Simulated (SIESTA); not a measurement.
A run of SIESTA 5.4.2:

File run.py:

```python
from ase.io import read
from ase.calculators.siesta import Siesta
from ase.units import Ry, GPa
from ase.optimize import FIRE
from ase.constraints import FixAtoms

atoms = read("MoS2.xyz")

fdf = {
    'SCFMustConverge': False,
    'OccupationFunction': 'FD',
    'ElectronicTemperature': '0.05 eV',
    'Slab.DipoleCorrection': 'vacuum',
    'MaxSCFIterations': '120',
    'SCF.Mixer.Method': 'Pulay',
    'SCF.Mixer.Weight': '0.25',
    'SCF.Mixer.History': '8',
    'SCF.DM.Tolerance': '5.0e-05',
    'SCF.H.Tolerance': '1.0e-03 eV',
    'WriteForces': 'true',
    'Charge.Mulliken': 'end',
    'Charge.Hirshfeld': 'end',
    'Charge.Voronoi': 'end',
    'SaveRho': 'true',
    'SaveElectrostaticPotential': 'true',
    'PAO.Basis': ['Mo.2 5', 'n=4 0 2', '  3.234 0.000', 'n=5 0 2', '  8.986 0.000', 'n=4 1 2', '  3.729 0.000', 'n=5 1 1', '  8.986', 'n=4 2 2', '  6.762 0.000'],
}
calc = Siesta(
    label="MoS2",
    command="siesta < PREFIX.fdf > PREFIX.out",
    pseudo_path="pseudos",
    pseudo_qualifier="",
    xc=('GGA', 'PBE'),
    basis_set="DZP",
    mesh_cutoff=800 * Ry,
    energy_shift=0.003 * Ry,
    kpts=[6, 6, 1],
    spin="non-polarized",
    fdf_arguments=fdf,
)
atoms.calc = calc

atoms.set_constraint(FixAtoms([0, 1, 2]))
opt = FIRE(atoms, trajectory="relax.traj")
converged = opt.run(fmax=0.01, steps=40)
print("converged:", converged)
print("cell (A):", atoms.cell.cellpar().round(5))
print("scaled positions:")
print(atoms.get_scaled_positions().round(6))
print(f"energy = {atoms.get_potential_energy():.6f} eV")
free = atoms.get_potential_energy(force_consistent=True)
print(f"free energy = {free:.6f} eV")
print("forces (eV/A):")
print(atoms.get_forces(apply_constraint=False).round(6))
print("stress (GPa, Voigt order, tension positive):", (atoms.get_stress() / GPa).round(4))
```

File MoS2.xyz:

```xyz
6
Lattice="3.1841260822 0.0000000000 0.0000000000 -1.5920630411 2.7575340760 0.0000000000 0.0000000000 0.0000000000 35.4372499633" Properties=species:S:1:pos:R:3 pbc="T T T"
S      0.0000000000      1.8383560323      7.5000000000
Mo     0.0000000000      0.0000000000      9.0513250066
S      0.0000000000      1.8383560323     10.6026500133
S      0.0000000000      1.8383560323     24.8345999500
Mo     0.0000000000      0.0000000000     26.3859249566
S      0.0000000000      1.8383560323     27.9372499633
```

Potentials or basis: PseudoDojo 0.4 standard (PBE files), DZP (energy shift 0.003 Ry; two zetas on semicore shells).

Run with:

```sh
$ python run.py
```

Hardware: 1 thread of Arm Neoverse V2, on a shared host.

**Question.** How long does it take, and how much memory?

**Answer.** Wall time 18 min on 1 thread of Arm Neoverse V2, on a shared host, peak memory 0.6 GiB. Counts: scf iterations 5, k points 22, bands 98, ion steps 15.
